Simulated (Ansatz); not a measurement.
# BaTiO3: the cost of one run

Method: DFT PBEsol, scalar-relativistic, plane waves, PAW, in Ansatz 0.2.0.

The COD entry's cell or inner coordinates are ideal or old and differ from later refinements, so a difference from it is no clean test against experiment.

That is the level of the relaxation; later steps name their own.

1 further run of the same task is left out (set aside as unsound or not needed).

### 1 Starting point

Symmetry: P4mm, No. 99, tetragonal system. Conventional cell: a = 3.956 Å, b = 3.956 Å, c = 4.043 Å, α = 90.00°, β = 90.00°, γ = 90.00°. Around Ba (site symmetry 4mm) lie 12 O at 2.77 to 2.88 Å. Around Ti (site symmetry 4mm) lie 6 O at 1.84 to 2.20 Å. Around O (site symmetry 4mm) lie 2 Ti at 1.84 to 2.20 Å. O (site symmetry 2mm) is surrounded by 2 Ti at 1.98 Å and 4 Ba at 2.77 to 2.88 Å.

Structure file:

```cif
data_structure
_symmetry_space_group_name_H-M 'P 1'
_symmetry_Int_Tables_number 1
_cell_length_a 3.9557
_cell_length_b 3.9557
_cell_length_c 4.0433
_cell_angle_alpha 90.000
_cell_angle_beta 90.000
_cell_angle_gamma 90.000
_cell_volume 63.27
loop_
_atom_site_label
_atom_site_type_symbol
_atom_site_fract_x
_atom_site_fract_y
_atom_site_fract_z
_atom_site_occupancy
Ba1 Ba 0.00000 0.00000 0.99812 1
Ti1 Ti 0.50000 0.50000 0.48294 1
O1 O 0.50000 0.50000 0.02778 1
O2 O 0.50000 0.00000 0.51708 1
O3 O 0.00000 0.50000 0.51708 1
```

This cell was relaxed beforehand with the same method: volume 12.65 Å³/atom, gap on the mesh 1.85 eV.

### 2 Band edges over the whole zone

The input, input.yaml:

```yaml
crystal:
  lattice:
    - [3.9557356621, 0.0, 0.0]
    - [0.0, 3.9557356621, 0.0]
    - [0.0, 0.0, 4.0433154405]
  atoms:
    - { symbol: Ba, position: [0.0, 0.0, -0.0018819369] }
    - { symbol: Ti, position: [0.5, 0.5, 0.4829432829] }
    - { symbol: O, position: [0.5, 0.5, 0.0277781019] }
    - { symbol: O, position: [0.5, 0.0, 0.5170802761] }
    - { symbol: O, position: [0.0, 0.5, 0.5170802761] }
basis:
  ecutwfc: 420
kpoints:
  mp_grid: { grid: [8, 8, 8] }
  band_path: { path: [VBM, CBM], npoints: 2 }
hamiltonian:
  xc: pbesol
scf:
  occupations: { method: gaussian, width: 0.02 }
output:
  forces: true
  stress: true
  eigenvalues: true
```

Run with:

```
ansatz run input.yaml --threads 4 --pin off --max-ram 10240MiB --backend cpu --events-out ev --progress --plain --runs-dir out
```

Q: Estimate wall time and peak memory on 4 threads of Arm Neoverse V1, shared host.

About 8.7 s, with a peak of 0.47 GiB.
